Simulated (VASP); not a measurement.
# Co (P6_3/mmc) in VASP: a series of runs

Runs on Co. Level: LDA. Tasks: single point.

All numbers are computed with VASP 6.6.1; they aren't measurements. Logs are shortened: lines on timing, memory, paths and dates and some standing lists are left out, and cuts for length are marked.

## 1. The undisturbed crystal

Symmetry: P6_3/mmc, No. 194, hexagonal system. Conventional cell: a = 2.472 Å, b = 2.472 Å, c = 4.021 Å, α = 90.00°, β = 90.00°, γ = 120.00°. Around Co (site symmetry -6m2) lie 12 Co at 2.47 Å.

## 2. Single point, LDA, collinear spin, ferromagnetic start (grid = ENCUT=400 dk=0.45 cell=3x3x2 ISMEAR=1 SIGMA=0.1 LREAL=Auto EDIFF=1e-06)

Contents of INCAR:

```
SYSTEM = Co
ALGO = Fast ; EDIFF = 1E-6
ENCUT = 400 ; ISIF = 2
ISMEAR = 1 ; ISPIN = 2
KPAR = 2 ; LASPH = .TRUE.
LCHARG = .FALSE. ; LMAXMIX = 4
LORBIT = 11 ; LREAL = Auto
LWAVE = .FALSE. ; MAGMOM = 2 2 2 2 2 2 2 2 2 2 2 2 2 2 2 2 2 2 2 2 2 2 2 2 2 2 2 2 2 2 2 2 2 2 2 2
NBANDS = 197 ; NCORE = 1
NELM = 120 ; PREC = Accurate
SIGMA = 0.1
```

Contents of KPOINTS:

```
k-points
0
G
  3 3 2
  0 0 0
```

Contents of POSCAR:

```
Co
1.0
    7.4159997096      0.0000000000      0.0000000000
   -3.7079998548      6.4224441429      0.0000000000
    0.0000000000      0.0000000000      8.0422881600
Co
36
Direct
    0.2222222222      0.1111111111      0.3750000000
    0.2222222222      0.1111111111      0.8750000000
    0.2222222222      0.4444444444      0.3750000000
    0.2222222222      0.4444444444      0.8750000000
    0.2222222222      0.7777777778      0.3750000000
    0.2222222222      0.7777777778      0.8750000000
    0.5555555556      0.1111111111      0.3750000000
    0.5555555556      0.1111111111      0.8750000000
    0.5555555556      0.4444444444      0.3750000000
    0.5555555556      0.4444444444      0.8750000000
    0.5555555556      0.7777777778      0.3750000000
    0.5555555556      0.7777777778      0.8750000000
    0.8888888889      0.1111111111      0.3750000000
    0.8888888889      0.1111111111      0.8750000000
    0.8888888889      0.4444444444      0.3750000000
    0.8888888889      0.4444444444      0.8750000000
    0.8888888889      0.7777777778      0.3750000000
    0.8888888889      0.7777777778      0.8750000000
    0.1111111111      0.2222222222      0.1250000000
    0.1111111111      0.2222222222      0.6250000000
    0.1111111111      0.5555555556      0.1250000000
    0.1111111111      0.5555555556      0.6250000000
    0.1111111111      0.8888888889      0.1250000000
    0.1111111111      0.8888888889      0.6250000000
    0.4444444444      0.2222222222      0.1250000000
    0.4444444444      0.2222222222      0.6250000000
    0.4444444444      0.5555555556      0.1250000000
    0.4444444444      0.5555555556      0.6250000000
    0.4444444444      0.8888888889      0.1250000000
    0.4444444444      0.8888888889      0.6250000000
    0.7777777778      0.2222222222      0.1250000000
    0.7777777778      0.2222222222      0.6250000000
    0.7777777778      0.5555555556      0.1250000000
    0.7777777778      0.5555555556      0.6250000000
    0.7777777778      0.8888888889      0.1250000000
    0.7777777778      0.8888888889      0.6250000000
```

Potentials or basis: VASP PAW LDA potentials, release 64 (Co).

Run with:

```bash
cat potpaw_LDA.64/Co/POTCAR > POTCAR
mpirun -np 4 vasp_std > vasp.out
```

OUTCAR:

```text
SYSTEM = Co
   EDIFF = 1E-6
   ENCUT = 400
   ISIF = 2
   ISMEAR = 1
   ISPIN = 2
   LASPH = .TRUE.
   LORBIT = 11
   LREAL = Auto
   NELM = 120
   PREC = Accurate

 Found      6 irreducible k-points:

 Following reciprocal coordinates:
            Coordinates               Weight
  0.000000  0.000000  0.000000      1.000000
  0.333333  0.000000  0.000000      6.000000
  0.333333  0.333333  0.000000      2.000000
  0.000000  0.000000  0.500000      1.000000
  0.333333  0.000000  0.500000      6.000000
  0.333333  0.333333  0.500000      2.000000
   k-points           NKPTS =      6   k-points in BZ     NKDIM =      6   number of bands    NBANDS=    198
   number of dos      NEDOS =    301   number of ions     NIONS =     36
   total plane-waves  NPLWV = 124416
   dimension x,y,z NGX =    48 NGY =   48 NGZ =   54
   dimension x,y,z NGXF=    96 NGYF=   96 NGZF=  108
   ions per type =              36
   NGX,Y,Z   is equivalent  to a cutoff of  10.76, 10.76, 11.16 a.u.
   NGXF,Y,Z  is equivalent  to a cutoff of  21.52, 21.52, 22.33 a.u.
 SYSTEM =  Co
   PREC   = accura    normal or accurate (medium, high low for compatibility)
   ISTART =      0    job   : 0-new  1-cont  2-samecut
   ICHARG =      2    charge: 1-file 2-atom 10-const
   ISPIN  =      2    spin polarized calculation?
   LNONCOLLINEAR =      F non collinear calculations
   LSORBIT =      F    spin-orbit coupling
   LASPH  =      T    aspherical Exc in radial PAW
   ENCUT  =  400.0 eV  29.40 Ry    5.42 a.u.  12.09 12.09 13.11*2*pi/ulx,y,z
   NELM   =    120;   NELMIN=  2; NELMDL= -5     # of ELM steps
   EDIFF  = 0.1E-05   stopping-criterion for ELM
   LREAL  =      T    real-space projection
   EDIFFG = 0.1E-04   stopping-criterion for IOM
   NSW    =      0    number of steps for IOM
   IBRION =     -1    ionic relax: 0-MD 1-quasi-New 2-CG
   NFREE  =      0    steps in history (QN), initial steepest desc. (CG)
   ISIF   =      2    stress and relaxation
   ISYM   =      2    0-nonsym 1-usesym 2-fastsym
   POTIM  = 0.5000    time-step for ionic-motion
   TEBEG  =    0.0;   TEEND  =   0.0 temperature during run
   PSTRESS=    0.0 pullay stress
   NELECT =     324.0000    total number of electrons
   NUPDOWN=      -1.0000    fix difference up-down
   EMIN   =  10.00;   EMAX   =-10.00  energy-range for DOS
   EFERMI =   0.00;   METHOD = LEGACY
   ISMEAR =     1;   SIGMA  =   0.10  broadening in eV -4-tet -1-fermi 0-gaus
   EFERMI_NEDOS =   21; number of points for ismear=-14 and -15
   IALGO  =     68    algorithm
   IMIX   =      4    mixing-type and parameters
     AMIX     =   0.40;   BMIX     =  1.00
     AMIX_MAG =   1.60;   BMIX_MAG =  1.00
  volume/ion in A,a.u.               =      10.64        71.80
  Fermi-wavevector in a.u.,A,eV,Ry     =   1.548246  2.925761 32.614055  2.397065
  Thomas-Fermi vector in A             =   2.653224
   LORBIT       =     11    0 simple, 1 ext, 2 COOP (PROOUT), +10 PAW based schemes
   GGA     = CA    functional components
   LHFCALC =     F    Hartree Fock is set to
   AEXX    =    0.0000 exact exchange contribution
   IVDW    =     0    specifies the selected vdW correction
   LEPSILON=     F    determine dielectric tensor
   LRPA    =     F    only Hartree local field effects (RPA)
 spin polarized calculation
 RMM-DIIS sequential band-by-band and
 Methfessel and Paxton  Order N= 1 SIGMA  =   0.10
  energy-cutoff  :      400.00
  volume of cell :      383.04
 maximum number of plane-waves:      6978
   NGX = 25   NGY = 25   NGZ = 27

 number of electron     324.0000112 magnetization      52.8926045

 Free energy of the ion-electron system (eV)
  ---------------------------------------------------
  ext. energy  EPLUGINS =         0.00000000
  ---------------------------------------------------
  free energy    TOTEN  =      -291.34070923 eV

  energy without entropy =     -291.33422762  energy(sigma->0) =     -291.33854870

 E-fermi :  10.2268     XC(G=0): -13.8515

 val. band max:       10.2263904618   @ k =   0.3333   0.0000   0.0000
 cond. band min:      10.2702399320   @ k =   0.3333   0.0000   0.5000
 fundamental gap:      0.0438494703
 Fermi energy:        10.2267605401

 spin component 1

 k-point     1 :       0.0000    0.0000    0.0000
  band No.  band energies     occupation
      1       1.1702      1.00000
      2       3.4303      1.00000
      3       3.4303      1.00000
      4       4.4081      1.00000
      5       4.4081      1.00000
      6       4.4081      1.00000
[... 166 lines left out ...]
    173       9.5113      1.00000
    174       9.5113      1.00000

 k-point     2 :       0.3333    0.0000    0.0000
  band No.  band energies     occupation
      1       1.6079      1.00000
      2       2.8281      1.00000
      3       3.8014      1.00000
      4       3.8014      1.00000
      5       3.9016      1.00000
      6       3.9016      1.00000
[... 166 lines left out ...]
    173       9.7598      1.00000
    174       9.7684      1.00000

 k-point     3 :       0.3333    0.3333    0.0000
  band No.  band energies     occupation
      1       2.4424      1.00000
      2       2.4424      1.00000
      3       2.4424      1.00000
      4       4.4480      1.00000
      5       4.4480      1.00000
      6       4.4480      1.00000
[... 166 lines left out ...]
    173       9.7524      1.00000
    174       9.7524      1.00000

 k-point     4 :       0.0000    0.0000    0.5000
  band No.  band energies     occupation
      1       1.7940      1.00000
      2       1.7940      1.00000
      3       4.6354      1.00000
      4       4.6354      1.00000
      5       4.6354      1.00000
      6       4.6354      1.00000
[... 166 lines left out ...]
    173       9.5776      1.00000
    174       9.5776      1.00000

 k-point     5 :       0.3333    0.0000    0.5000
  band No.  band energies     occupation
      1       2.2137      1.00000
      2       2.2137      1.00000
      3       3.3503      1.00000
      4       3.3503      1.00000
      5       4.2949      1.00000
      6       4.2949      1.00000
[... 166 lines left out ...]
    173       9.7729      1.00000
    174       9.7729      1.00000

 k-point     6 :       0.3333    0.3333    0.5000
  band No.  band energies     occupation
      1       3.0004      1.00000
      2       3.0004      1.00000
      3       3.0004      1.00000
      4       3.0004      1.00000
      5       3.0004      1.00000
      6       3.0004      1.00000
[... 166 lines left out ...]
    173       9.7368      1.00000
    174       9.7368      1.00000
 Fermi energy:        10.2267605401

 spin component 2

 k-point     1 :       0.0000    0.0000    0.0000
  band No.  band energies     occupation
      1       1.3385      1.00000
      2       3.6555      1.00000
      3       3.6555      1.00000
      4       4.7292      1.00000
      5       4.7292      1.00000
      6       4.7292      1.00000
[... 166 lines left out ...]
    173      11.0260     -0.00000
    174      11.0260     -0.00000

 k-point     2 :       0.3333    0.0000    0.0000
  band No.  band energies     occupation
      1       1.7784      1.00000
      2       3.0180      1.00000
      3       4.0350      1.00000
      4       4.0350      1.00000
      5       4.1350      1.00000
      6       4.1350      1.00000
[... 166 lines left out ...]
    173      11.2847     -0.00000
    174      11.3055     -0.00000

 k-point     3 :       0.3333    0.3333    0.0000
  band No.  band energies     occupation
      1       2.6219      1.00000
      2       2.6219      1.00000
      3       2.6219      1.00000
      4       4.7197      1.00000
      5       4.7197      1.00000
      6       4.7197      1.00000
[... 166 lines left out ...]
    173      11.2858     -0.00000
    174      11.2858     -0.00000

 k-point     4 :       0.0000    0.0000    0.5000
  band No.  band energies     occupation
      1       1.9660      1.00000
      2       1.9660      1.00000
      3       5.0574      1.00000
      4       5.0574      1.00000
      5       5.0574      1.00000
      6       5.0574      1.00000
[... 166 lines left out ...]
    173      11.1111     -0.00000
    174      11.1111     -0.00000

 k-point     5 :       0.3333    0.0000    0.5000
  band No.  band energies     occupation
      1       2.3896      1.00000
      2       2.3896      1.00000
      3       3.5610      1.00000
      4       3.5610      1.00000
      5       4.5816      1.00000
      6       4.5816      1.00000
[... 166 lines left out ...]
    173      11.2932     -0.00000
    174      11.2932     -0.00000

 k-point     6 :       0.3333    0.3333    0.5000
  band No.  band energies     occupation
      1       3.1927      1.00000
      2       3.1927      1.00000
      3       3.1927      1.00000
      4       3.1927      1.00000
      5       3.1927      1.00000
      6       3.1927      1.00000
[... 166 lines left out ...]
    173      11.2577     -0.00000
    174      11.2577     -0.00000
 [bands above 174 left out]

------------------------ aborting loop because EDIFF is reached ----------------------------------------

  FORCE on cell =-STRESS in cart. coord.  units (eV):
  Direction    XX          YY          ZZ          XY          YZ          ZX
  --------------------------------------------------------------------------------------
  -------------------------------------------------------------------------------------
  Total      -37.9220129    -37.9220129    -45.2261710      0.0000000      0.0000000      0.0000000
  in kB     -158.6179358   -158.6179358   -189.1693333      0.0000000      0.0000000      0.0000000
  external PRESSURE =    -168.8017350 kB  Pullay stress =       0.0000000 kB

 VOLUME and BASIS-vectors are now :
 -----------------------------------------------------------------------------
  energy-cutoff  :      400.00
  volume of cell :      383.04
      direct lattice vectors                 reciprocal lattice vectors
     7.415999710  0.000000000  0.000000000     0.134843587  0.077851981  0.000000000
    -3.707999855  6.422444143  0.000000000     0.000000000  0.155703962  0.000000000
     0.000000000  0.000000000  8.042288160     0.000000000  0.000000000  0.124342722

 POSITION                                       TOTAL-FORCE (eV/Angst)
 -----------------------------------------------------------------------------------
      1.23600      0.71360      3.01586         0.000000     -0.000000     -0.000000
      1.23600      0.71360      7.03700        -0.000000     -0.000000      0.000000
      0.00000      2.85442      3.01586        -0.000000     -0.000000      0.000000
      0.00000      2.85442      7.03700        -0.000000     -0.000000      0.000000
     -1.23600      4.99523      3.01586        -0.000000     -0.000000     -0.000000
     -1.23600      4.99523      7.03700        -0.000000     -0.000000     -0.000000
[... 28 lines left out ...]
      2.47200      5.70884      1.00529         0.000000     -0.000000     -0.000000
      2.47200      5.70884      5.02643         0.000000      0.000000      0.000000
 -----------------------------------------------------------------------------------
    total drift:                                0.000000      0.000000      0.000000

  FREE ENERGIE OF THE ION-ELECTRON SYSTEM (eV)
  ---------------------------------------------------
  free  energy   TOTEN  =      -291.3407092332 eV

  energy  without entropy=     -291.3342276210  energy(sigma->0) =     -291.33854870

 total charge

# of ion       s       p       d       tot
------------------------------------------
    1        0.494   0.527   7.299   8.320
    2        0.494   0.527   7.299   8.320
    3        0.494   0.527   7.299   8.320
    4        0.494   0.527   7.299   8.320
    5        0.494   0.527   7.299   8.320
    6        0.494   0.527   7.299   8.320
[... 28 lines left out ...]
   35        0.494   0.527   7.299   8.320
   36        0.494   0.527   7.299   8.320
--------------------------------------------------
tot         17.800  18.955 262.750 299.506

 magnetization (x)

# of ion       s       p       d       tot
------------------------------------------
    1       -0.015  -0.036   1.521   1.471
    2       -0.015  -0.036   1.521   1.471
    3       -0.015  -0.036   1.521   1.471
    4       -0.015  -0.036   1.521   1.471
    5       -0.015  -0.036   1.521   1.471
    6       -0.015  -0.036   1.521   1.471
[... 28 lines left out ...]
   35       -0.015  -0.036   1.521   1.471
   36       -0.015  -0.036   1.521   1.471
--------------------------------------------------
tot         -0.523  -1.284  54.749  52.942
```

Run time: 11 min. Hardware: 4 MPI ranks of Intel Xeon Platinum 8259CL at 2.50GHz (Skylake/Cascade Lake), shared host; peak memory 0.39 GiB.

The run converged, but some of its settings lie outside the range that counts as converged, so its numbers aren't taken as properties of the crystal.

What came out:

```yaml
Free_energy: -291.3407 eV
Pressure: -16.9 GPa
Net_moment: 52.89 μB per cell
Site_moments: Co +1.47 μB
Valence_electrons_inside_the_program's_atomic_spheres: Co 8.32
```

Caveat: the k mesh is coarse (spacing up to 0.39 Å⁻¹), so the values aren't converged; the bands computed are all filled at some k points, so no gap is given.

## 3. Single point, LDA, collinear spin, ferromagnetic start (grid = ENCUT=400 dk=0.35 cell=3x3x2 ISMEAR=1 SIGMA=0.1 LREAL=Auto EDIFF=1e-06)

INCAR is that of step 2.

Contents of KPOINTS:

```
k-points
0
G
  3 3 3
  0 0 0
```

POSCAR is that of step 2.

Potentials or basis: VASP PAW LDA potentials, release 64 (Co).

Run with:

```bash
cat potpaw_LDA.64/Co/POTCAR > POTCAR
mpirun -np 4 vasp_std > vasp.out
```

Run time: 12 min. Hardware: 4 MPI ranks of Intel Xeon Platinum 8259CL at 2.50GHz (Skylake/Cascade Lake), shared host; peak memory 0.39 GiB.

These settings aren't checked as converged: the numbers below hold their error.

What came out:

```
Free energy                                           : -291.4920 eV
Pressure                                              : -16.5 GPa
Net moment                                            : 53.66 μB per cell
Site moments                                          : Co +1.49 μB
Valence electrons inside the program's atomic spheres : Co 8.32
```

Caveat: the bands computed are all filled at some k points, so no gap is given.

## 4. Single point, LDA, collinear spin, ferromagnetic start (grid = ENCUT=400 dk=0.35 cell=3x3x2 ISMEAR=1 SIGMA=0.2 LREAL=Auto EDIFF=1e-06)

Changes to INCAR since step 3:

```diff
@@ -10,2 +10,2 @@
 NELM = 120 ; PREC = Accurate
-SIGMA = 0.1
+SIGMA = 0.2
```

KPOINTS is that of step 3.

POSCAR is that of step 3.

Run with:

```bash
cat potpaw_LDA.64/Co/POTCAR > POTCAR
mpirun -np 4 vasp_std > vasp.out
```

Wall time 12 min (4 MPI ranks of Intel Xeon Platinum 8259CL at 2.50GHz (Skylake/Cascade Lake), shared host); peak memory 0.4 GiB.

These settings aren't checked as converged: the numbers below hold their error.

What came out:

```
Free energy                                           : -291.4832 eV
Pressure                                              : -16.3 GPa
Net moment                                            : 54.25 μB per cell
Site moments                                          : Co +1.51 μB
Valence electrons inside the program's atomic spheres : Co 8.32
```

Caveat: the bands computed are all filled at some k points, so no gap is given.

## 5. Single point, LDA, collinear spin, ferromagnetic start (grid = ENCUT=400 dk=0.35 cell=3x3x2 ISMEAR=1 SIGMA=0.1 LREAL=Auto EDIFF=0.0001)

Changes to INCAR since step 4:

```diff
@@ -1,3 +1,3 @@
 SYSTEM = Co
-ALGO = Fast ; EDIFF = 1E-6
+ALGO = Fast ; EDIFF = 1E-4
 ENCUT = 400 ; ISIF = 2
@@ -10,2 +10,2 @@
 NELM = 120 ; PREC = Accurate
-SIGMA = 0.2
+SIGMA = 0.1
```

KPOINTS is that of step 4.

POSCAR is that of step 4.

Run with:

```bash
cat potpaw_LDA.64/Co/POTCAR > POTCAR
mpirun -np 4 vasp_std > vasp.out
```

Run time: 6.2 min. Hardware: 4 MPI ranks of Intel Xeon Platinum 8259CL at 2.50GHz (Skylake/Cascade Lake), shared host; peak memory 0.38 GiB.

The run converged, but some of its settings lie outside the range that counts as converged, so its numbers aren't taken as properties of the crystal.

What came out:

* Free energy: -291.4919 eV
* Pressure: -16.7 GPa
* Net moment: 53.66 μB per cell
* Site moments: Co +1.49 μB
* Valence electrons inside the program's atomic spheres: Co 8.32

Caveat: the bands computed are all filled at some k points, so no gap is given.

## 6. The reference run

An earlier run on the cell as given: functional PBE; potentials or basis VASP PAW PBE potentials, release 64 (Co); cutoff 520 eV; k mesh 12 × 12 × 7; occupations fermi-dirac, width 0.05 eV; collinear spin, ferromagnetic start; starting moments [2.0, 2.0] μB.

* Pressure: 3.9 GPa
* Band gap on the k mesh: none (metal or under the smearing width)
* Net moment: 3.19 μB per cell
* Site moments: Co +1.61 μB
* Valence electrons inside the program's atomic spheres: Co 8.31
